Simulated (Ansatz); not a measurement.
BaSnO$_{3}$ (cubic perovskite, Pm-3m), the program Ansatz at the r²SCAN level (PAW). The conduction-band minimum lies at Γ, with 1 equivalent valley. Second derivatives d²E/dk² of the lowest band at one valley (eV·Å²), along Cartesian directions:

```tsv
direction	d²E/dk²
[100]	39.74
[010]	39.74
[001]	39.74
[110]	39.73
[101]	39.73
[011]	39.73
```

### Question
Find the principal effective masses, the density-of-states mass and the conductivity mass.

### Answer
Off-diagonal terms follow from H_xy = H[110] − (H_xx + H_yy)/2, and m*/mₑ = 7.620 eV·Å² over each eigenvalue: 0.19, 0.19, 0.19. One valley's DOS mass (m₁m₂m₃)^(1/3) = 0.19, conductivity mass 3/(Σ 1/mᵢ) = 0.19 mₑ.

### Question
What effective density of states Nc follows at 300 K for parabolic valleys?

### Answer
Nc = 2.509e19 × 1 × (0.19)^(3/2) ≈ 2.1e18 cm⁻³.

### Question
With the computed static dielectric constant 18.3 (mean of the diagonal), estimate a hydrogenic donor's binding energy and radius.

### Answer
E = 13.606 eV × 0.19/18.3² ≈ 7.7 meV; a = 0.529 Å × ε/m* ≈ 51 Å. Semilocal masses tend to be too small where the gap is.

The r²SCAN relaxation kept the symmetry of its start; phonons on a q-mesh show no instability. Spin–orbit coupling is left out wherever it is not named.

Potentials: the later of the program's two PAW sets.
